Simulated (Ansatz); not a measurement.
# Sn: the cost of one run

Computed with Ansatz 0.2.0 (DFT PBEsol, scalar-relativistic, plane waves, PAW, unless a step's input says otherwise).

## (1) The starting structure

It takes space group Immm (No. 71, orthorhombic). Conventional cell: a = 3.453 Å, b = 3.551 Å, c = 4.677 Å, α = 90.00°, β = 90.00°, γ = 90.00°. Around Sn (site symmetry mmm) lie 12 Sn at 3.41 to 3.55 Å.

Coordinates:

```
CELL_PARAMETERS angstrom
-1.72654 1.77555 -2.33834
-1.72654 -1.77555 2.33834
0.00000 10.65328 4.67668
ATOMIC_POSITIONS crystal
Sn 0.00000 0.00000 0.00000
Sn 0.25000 0.75000 0.25000
Sn 0.50000 0.50000 0.50000
Sn 0.75000 0.25000 0.75000
```

It goes back to an entry of the Materials Project, which need not be the stable form.

The cell is taken as given, not relaxed at this level.

## (2) Zero of energy

The cell is repeated 4 times, 4 atoms in all. The reference gives a free energy of -23798.9251 eV, pressure -3.59 GPa, largest force 0.000 eV/Å and gap on the mesh none (metal). It was computed beforehand with the settings of the runs below.

## (3) The scan: a γ-surface

The cut lies on the cell's a–b face, a (0 1 1) plane of area 10.14 Å², between layers 2.83 Å apart (Sn below, Sn above); the cell is 11.3 Å thick. Vector c is tilted by p·a + q·b with the atoms' Cartesian places fixed: one unrelaxed fault per cell.

## (4) At p = 0.000, q = 0.333

input.yaml reads:

```yaml
crystal:
  lattice:
    - [-1.726539, 1.775547, -2.338342]
    - [-1.726539, -1.775547, 2.338342]
    - [-0.575513, 10.061433, 5.4561313333]
  atoms:
    - { symbol: Sn, position: [0.0, -0.2916666667, 0.875] }
    - { symbol: Sn, position: [0.25, 0.7083333333, 0.125] }
    - { symbol: Sn, position: [0.5, 0.375, 0.375] }
    - { symbol: Sn, position: [0.75, 0.0416666667, 0.625] }
basis:
  ecutwfc: 420
kpoints:
  mp_grid: { grid: [16, 16, 4] }
hamiltonian:
  xc: pbesol
scf:
  occupations: { method: gaussian, width: 0.15 }
output:
  forces: true
  stress: true
  eigenvalues: true
```

The run is started by

```
$ ansatz run input.yaml --threads 2 --pin off --max-ram 5120MiB --backend cpu --events-out ev --progress --plain --runs-dir out
```

What time and memory should one allow on 2 threads of Intel Xeon 6975P-C (Granite Rapids), shared host?

About 24 s, with a peak of 1.4 GiB.
